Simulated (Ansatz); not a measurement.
# BN (F-43m) in Ansatz: settings compared

The runs below take BN through band structure, with BLYP, r2SCAN.

All numbers are computed with Ansatz 0.2.0; they aren't measurements. Logs are shortened: lines on timing, memory, paths and dates and some standing lists are left out, and cuts for length are marked.

**What was measured.**

From a printed reference work, monograph, for a bulk crystal of BN at 300 K: band gap 6.4 eV (indirect).

The runs below are set against these values where they give the same quantity.

### 1 Starting point

The structure is cubic, space group F-43m (No. 216). Conventional cell: a = 3.626 Å, b = 3.626 Å, c = 3.626 Å, α = 90.00°, β = 90.00°, γ = 90.00°. N (site symmetry -43m) is surrounded by 4 B at 1.57 Å. B (site symmetry -43m) is surrounded by 4 N at 1.57 Å.

The cell is a database's computed one.

### 2 Band structure, BLYP

Input file input.yaml:

```yaml
crystal:
  lattice:
    - [0.0, 1.813001, 1.813001]
    - [1.813001, 0.0, 1.813001]
    - [1.813001, 1.813001, 0.0]
  atoms:
    - { symbol: "N", position: [0.25, 0.25, 0.25] }
    - { symbol: B, position: [0.0, 0.0, 0.0] }
hamiltonian:
  xc: blyp
  pseudopotentials: { kind: paw }
kpoints:
  mp_grid: { grid: [13, 13, 13] }
  band_path:
    path:
      - [[0.0, 0.0, 0.0], [0.5, 0.0, 0.5], [0.5, 0.25, 0.75], [0.375, 0.375, 0.75], [0.0, 0.0, 0.0], [0.5, 0.5, 0.5], [0.625, 0.25, 0.625], [0.5, 0.25, 0.75], [0.5, 0.5, 0.5], [0.375, 0.375, 0.75]]
      - [[0.625, 0.25, 0.625], [0.5, 0.0, 0.5]]
    npoints: 14
scf:
  occupations: { method: fermi_dirac, width: 0.05 }
  n_extra_bands: 6
output:
  forces: true
  stress: true
  eigenvalues: true
  fatbands: false
  write_density: true
  write_potential: true
  elf: true
  volumetric_format: npy
```

Potentials or basis: Ansatz PAW.

On the command line:

```bash
ansatz run input.yaml --threads 2 --pin off --max-ram 5632MiB --backend cpu --events-out ev --progress --plain --runs-dir out
```

The program printed:

```text
Warning: RAYON_NUM_THREADS=2 ignored (pool sized by the plan → 2); use --threads N
scf.n_extra_bands = 6 over 4 filled bands (N_el = 8.0): the run solves 10 bands
Engine: ansatz 0.2.0, x86_64-unknown-linux-gnu
Pseudopotentials: kind: paw
Pseudopotential: N, paw, valence charge 5, recommended cutoff 420 eV (normal), N.paw.azcp
Pseudopotential: B, paw, valence charge 3, recommended cutoff 420 eV (normal), B.paw.azcp
Functional definition: BLYP
  parameter beta = 0.0042
  parameter a = 0.04918
  parameter b = 0.132
  parameter c = 0.2533
  parameter d = 0.349
  exchange = b88_x(beta = beta)
  correlation = lyp_c(a = a, b = b, c = c, d = d)
Crystal: 2 atoms, lattice volume = 11.919 Å³
Basis set: ecut = 420 eV, 259 PW (Γ), exchange–correlation on 36×36×36 points (8 copies of the dense FFT grid, shifted against one another)
Bands: 10, of which v1, the nominal top of the filled ones, is band 4 counted from 1 (3 counted from 0)
Symmetry: 24 space group operations
Space group: F-43m (ITA 216), of the structure as read, at distance tolerance 2.3e-5 Å
k-points: 84 of 2197 (time reversal used)
Non-local potential: N, projectors of the file, l = 0: 2, l = 1: 2, l = 2: 1
Non-local potential: B, projectors of the file, l = 0: 2, l = 1: 2, l = 2: 1
PAW form: soft (Blöchl's): semilocal exchange-correlation on the pseudo side does not see the compensation charge
PAW frozen core: N, regenerated for the run's functional, and the local potential with it (the file was generated under x = pbe(κ = 0.804, μ = 0.2195149727645171), c = pbe(β = 0.06672455060314922))
PAW frozen core: B, regenerated for the run's functional, and the local potential with it (the file was generated under x = pbe(κ = 0.804, μ = 0.2195149727645171), c = pbe(β = 0.06672455060314922))
PAW one-centre angular grid: N, 110 points (default); XC on 64 Gauss nodes
PAW one-centre angular grid: B, 110 points (default); XC on 64 Gauss nodes
Initial density: superposition of atomic densities (neutral atoms: chi_scale 0, normalization atom), corrected by the library's trained network
Initial wavefunctions: pseudopotential atomic-orbital guess
Functional: x = b88, c = lyp
SCF iter   1: F=—  HF=-544.022327 eV  |F-HF|=—  |Δ(HF+E_count)|=         —  Δρ=2.39e-2  dr2=5.09e-2  ethr=1.77e-3  ⟨swp⟩=4.4  Hψ=4829  notcnv=0  defer=1
preconditioner: auto → none  [insulator: Δε(μ)=5.139 eV  Ē_g=23.561 eV  σ=0.050 eV  W_gap=1.00  n_scr=0 (ndim 8)  ℏωp=30.4 eV  f_vac=0.000  D(μ)=0.00/eV (n_scr^D=0)  ε∞_Penn≈2.7]
SCF iter   2: F=—  HF=-544.006580 eV  |F-HF|=—  |Δ(HF+E_count)|=   1.57e-2  Δρ=7.18e-3  dr2=4.73e-3  ethr=6.36e-4  ⟨swp⟩=2.0  Hψ=1901  notcnv=0  defer=115
SCF iter   3: F=—  HF=-544.005221 eV  |F-HF|=—  |Δ(HF+E_count)|=   1.36e-3  Δρ=2.46e-3  dr2=5.29e-4  ethr=5.91e-5  ⟨swp⟩=2.2  Hψ=925  notcnv=0  defer=123
SCF iter   4: F=—  HF=-544.005036 eV  |F-HF|=—  |Δ(HF+E_count)|=   1.85e-4  Δρ=1.29e-4  dr2=9.52e-7  ethr=6.61e-6  ⟨swp⟩=2.0  Hψ=1042  notcnv=0  defer=123
SCF iter   5: F=—  HF=-544.005036 eV  |F-HF|=—  |Δ(HF+E_count)|=   3.80e-7  Δρ=2.20e-5  dr2=4.26e-8  ethr=1.19e-8  ⟨swp⟩=2.7  Hψ=1105  notcnv=0  defer=123
SCF iter   6: F=-544.005036 eV  HF=-544.005036 eV  |F-HF|=1.93e-10  |Δ(HF+E_count)|=   4.39e-9  Δρ=2.25e-6  dr2=4.43e-10  ethr=5.32e-10  ⟨swp⟩=7.8  Hψ=4662  notcnv=0
SCF 1 converged in 6 iterations: F = -544.005036 eV  dr2 = 4.43e-10
NSCF: frozen V_eff on 142 k-points
SCF converged after 6 iterations
Free energy (F): -544.005036 eV
Harris-Foulkes:  -544.005036 eV  (|F-HF|=1.93e-10)
Internal energy: -544.005036 eV  (E = F + TS)
E sigma→0 (E₀):  -544.005036 eV
Fermi energy:    13.817361 eV
--- Per-component energies (eV) ---
  E_band       = 29.137167
  E_kinetic    = 186.363175
  E_local      = -179.852182  (includes V_loc(G=0)·N_el)
  E_nonlocal   = 57.989644
  E_hartree    = 50.778445
  E_xc         = -91.599836
  E_vxc        = -113.640860  (∫ρ·V_xc dr)
  E_paw        = -210.390253  (= ΣΔE_a)
  E_vpaw       = -23.279471  (= ΣTr[D̂ρ^β])
  E_aug_tail   = 0.000103  (compensation charges beyond the density's cutoff)
  E_ewald      = -357.297240
  E_core_change = 0.003108  (= ΣΔE_core)
  E_smearing   = -0.000000  (= −TS)
  E_closure    = 0.000000  (closes the sum)
  Σ components = -544.005036   (vs F -544.005036, Δ=0.00e0)
--- Forces (eV/Å), atoms counted from 1 ---
  atom   1  N     -0.00000000    -0.00000000     0.00000000
  atom   2  B      0.00000000    -0.00000000     0.00000000
  max |Σ_I F_I| component: 5.64e-16 eV/Å
--- Stress (GPa, compression-positive) ---
        6.382754      -0.000000      -0.000000
       -0.000000       6.382754       0.000000
       -0.000000       0.000000       6.382754
  P = ⅓ Tr σ = 6.3828 GPa (63.828 kbar)
--- Band table (eV; the first three rows and the last of 84) ---
  k-point 0: bands = ["-8.5644", "11.3590", "11.3590", "11.3590", "20.2385", "20.2385", "20.2385", "21.8430", "36.2115", "39.2971"]
  k-point 1: bands = ["-8.4227", "10.6026", "11.2092", "11.2092", "20.4350", "20.4678", "20.4678", "22.2925", "36.0775", "37.3401"]
  k-point 2: bands = ["-8.0025", "8.7968", "10.8313", "10.8313", "20.7446", "21.0249", "21.0249", "23.4294", "35.6704", "35.8172"]
  k-point 83: bands = ["-2.9211", "3.7255", "4.6218", "5.5207", "21.0878", "24.4215", "25.5079", "26.9036", "30.4703", "36.8044"]
```

Wall time 4.9 s (2 threads of Intel Xeon at 2.70GHz, shared host); peak memory 0.29 GiB.

Results:

* Free energy: -544.0050 eV
* Pressure: 6.4 GPa
* Band gap on the k mesh: 4.93 eV, indirect (least direct gap 8.88 eV)
* Band gap along the path: 4.86 eV, indirect (least direct gap 8.88 eV)

Levels at the corners of the path, in eV from the valence-band top:
| point | band 1 | band 2 | band 3 | band 4 | band 5 | band 6 | band 7 | band 8 |
| --- | --- | --- | --- | --- | --- | --- | --- | --- |
| Γ | -19.92 | 0.00 | 0.00 | 0.00 | 8.88 | 8.88 | 8.88 | 10.48 |
| X | -14.48 | -8.69 | -4.78 | -4.78 | 4.86 | 9.48 | 17.74 | 17.74 |
| W | -14.19 | -7.42 | -6.74 | -6.27 | 9.86 | 13.30 | 14.58 | 14.67 |
| K | -14.41 | -7.93 | -7.40 | -3.97 | 7.23 | 12.99 | 15.73 | 16.57 |
| Γ | -19.92 | 0.00 | 0.00 | 0.00 | 8.88 | 8.88 | 8.88 | 10.48 |
| L | -15.82 | -10.39 | -1.90 | -1.90 | 10.23 | 10.81 | 10.81 | 15.42 |
| U | -14.41 | -7.93 | -7.40 | -3.97 | 7.23 | 12.99 | 15.73 | 16.57 |
| W | -14.19 | -7.42 | -6.74 | -6.27 | 9.86 | 13.30 | 14.58 | 14.67 |
| L | -15.82 | -10.39 | -1.90 | -1.90 | 10.23 | 10.81 | 10.81 | 15.42 |
| K | -14.41 | -7.93 | -7.40 | -3.97 | 7.23 | 12.99 | 15.73 | 16.57 |
| U | -14.41 | -7.93 | -7.40 | -3.97 | 7.23 | 12.99 | 15.73 | 16.57 |
| X | -14.48 | -8.69 | -4.78 | -4.78 | 4.86 | 9.48 | 17.74 | 17.74 |

Caveat: the k mesh misses the band edges, so the gap on the mesh is wider than the one along the path; the pressure holds a Pulay correction of +1.2 GPa for the finite cutoff; the PAW data sets come from PBE, with cores solved anew for the run's functional, which leaves a small shift of forces and pressure.

### 3 Band structure, r2SCAN

input.yaml, as its differences from that of step 2:

```diff
@@ -9,3 +9,3 @@
 hamiltonian:
-  xc: blyp
+  xc: r2scan
   pseudopotentials: { kind: paw }
@@ -25,3 +25,3 @@
   eigenvalues: true
-  fatbands: false
+  fatbands: true
   write_density: true
```

Potentials or basis: Ansatz PAW.

On the command line:

```bash
ansatz run input.yaml --threads 2 --pin off --max-ram 5632MiB --backend cpu --events-out ev --progress --plain --runs-dir out
```

It took 3.3 s on 2 threads of Intel Xeon at 2.70GHz, shared host; peak memory 0.34 GiB.

Results (log left out):

```yaml
Free_energy: -544.0040 eV
Pressure: -5.2 GPa
Band_gap_on_the_k_mesh: 5.06 eV, indirect (least direct gap 9.52 eV)
Band_gap_along_the_path: 4.99 eV, indirect (least direct gap 9.52 eV)
```

Levels at the corners of the path, in eV from the valence-band top:
```tsv
point	band 1	band 2	band 3	band 4	band 5	band 6	band 7	band 8	band 9
Γ	-21.18	0.00	0.00	0.00	9.52	9.52	9.52	10.86	25.90
X	-15.53	-9.26	-5.05	-5.05	4.99	9.78	19.14	19.14	22.03
W	-15.25	-7.93	-7.13	-6.61	10.30	14.14	15.42	15.42	20.55
K	-15.47	-8.46	-7.82	-4.19	7.49	13.60	16.88	17.76	19.76
Γ	-21.18	0.00	0.00	0.00	9.52	9.52	9.52	10.86	25.90
L	-16.94	-10.99	-2.00	-2.00	10.65	11.45	11.45	16.31	24.72
U	-15.47	-8.46	-7.82	-4.19	7.49	13.60	16.88	17.76	19.76
W	-15.25	-7.93	-7.13	-6.61	10.30	14.14	15.42	15.42	20.55
L	-16.94	-10.99	-2.00	-2.00	10.65	11.45	11.45	16.31	24.72
K	-15.47	-8.46	-7.82	-4.19	7.49	13.60	16.88	17.76	19.76
U	-15.47	-8.46	-7.82	-4.19	7.49	13.60	16.88	17.76	19.76
X	-15.53	-9.26	-5.05	-5.05	4.99	9.78	19.14	19.14	22.03
```

Caveat: the k mesh misses the band edges, so the gap on the mesh is wider than the one along the path; the PAW data sets come from PBE, with cores solved anew for the run's functional, which leaves a small shift of forces and pressure.

### 4 Against experiment

Step 2. Against the measured gap of BN, 6.4 eV (indirect; 300 K; a printed reference work, monograph), the calculated 4.86 eV is off by -1.54 eV. The value is that of BLYP, without temperature or zero-point motion. Semilocal functionals fall short of measured gaps as a rule. The cell is a database's relaxed one, not the measured one, which moves gaps too.

Step 3. A measured gap of BN is 6.4 eV (indirect; 300 K; a printed reference work, monograph); the calculated 4.99 eV misses it by -1.41 eV. The value is that of r2SCAN, without temperature or zero-point motion. The cell is a database's relaxed one, not the measured one, which moves gaps too.
